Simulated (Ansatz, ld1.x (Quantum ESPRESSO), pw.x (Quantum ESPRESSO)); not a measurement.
## aluminium: one change to the PAW potential, in the atom and in the bcc crystal

```json
{"Element": "Al (Z = 13)", "Generator": "ld1.x (Quantum ESPRESSO) 7.5", "Type": "PAW", "Functional": "PBE", "Relativity": "scalar-relativistic", "Frozen core": "[Ne]", "Valence charge": "3", "Reference configuration": "3s2 3p1", "Partial waves": "3s (bound): rcut 2.25, rcutus 2.50 bohr; 3s channel at 0.15 Ry: rcut 2.25, rcutus 2.50 bohr; 3p (bound): rcut 1.35, rcutus 1.85 bohr; 3p channel at 0.75 Ry: rcut 1.35, rcutus 1.85 bohr; 3d channel at 0.05 Ry: rcut 1.65, rcutus 2.05 bohr; 3d channel at 1.5 Ry: rcut 1.65, rcutus 2.05 bohr", "Local potential": "all-electron potential smoothed inside 1.65 bohr (lloc = -2)", "Core correction": "a·sin(br)/r model core inside 1.60 bohr", "Augmentation charge": "PSQ, inside the norm-conserving radii"}
```

Change: all radii but the core radius scaled by about 0.95 (s 2.36, p 1.76, d 1.94 bohr, rcut 2.12/1.28/1.56); local potential all-electron potential smoothed inside 1.56 bohr (lloc = -2).

Cutoffs, loose and tight: the cutoffs (Ry, on a coarse ladder) from which the occupation-weighted sum of valence levels, in a spherical-Bessel basis at the reference potential, stays within 10 and 1 mRy of its value at 400 Ry. They do not see the model core or the augmentation charge, which bear on the density cutoff. Test errors are all-electron minus pseudo excitation energies from the reference, over the configurations 3s2 3p0; 3s1 3p0; 3s2 3p0.5; 3s2 3p1.3; 3s0 3p3; 3s1 3p2; 3s1 3p1; variants that change the core or the reference have their own tests.

Crystal test: bcc Al in pw.x 7.5, no spin, 14³ k-points, Fermi–Dirac smearing 0.01 Ry, cutoffs set for each file from its atomic test. The reference is all-electron LAPW (Ansatz 0.2.0) with the same functional, mesh and smearing; V0 and B0 come from Birch–Murnaghan fits to the pressures at five volumes. Errors are pseudo minus all-electron; Δ is the rms difference of the E(V) curves that follow from these fits, minima aligned, over ±6 % about the mean V0. Mesh and smearing are coarse, so the numbers serve the comparison and aren't converged zero-temperature values; the lattice is a test structure that the element need not adopt.

All-electron: a0 = 3.237 Å (V0 = 16.96 Å³/atom), B0 = 68.4 GPa.

Task: Does the change bring the crystal closer to the all-electron result?

Result: The mean pressure error goes from +0.07 to +0.03 GPa, so the change moves the solid closer to the all-electron pressures.

| quantity | base | changed |
| --- | --- | --- |
| outcome (atom) | generated | generated |
| cutoff, loose (atom) | 6 Ry | 6 Ry |
| cutoff, tight (atom) | 6 Ry | 12 Ry |
| bound ghosts (atom) | none | none |
| largest test error (meV) (atom) | test run stopped at test 2 of 7 (negative rho) | -18 |
| cutoffs in pw.x (Ry) | 40/320 | 40/360 |
| a0 (Å) | 3.238 | 3.238 |
| a0 error (%) | +0.03 | +0.01 |
| B0 error (%) | +0.5 | +0.6 |
| Δ (meV/atom) | 0.2 | 0.1 |
| mean pressure error (GPa) | +0.07 | +0.03 |

Base: Atomic configuration tests: test run stopped at test 2 of 7 (negative rho). The atomic cutoffs weigh occupied waves only.
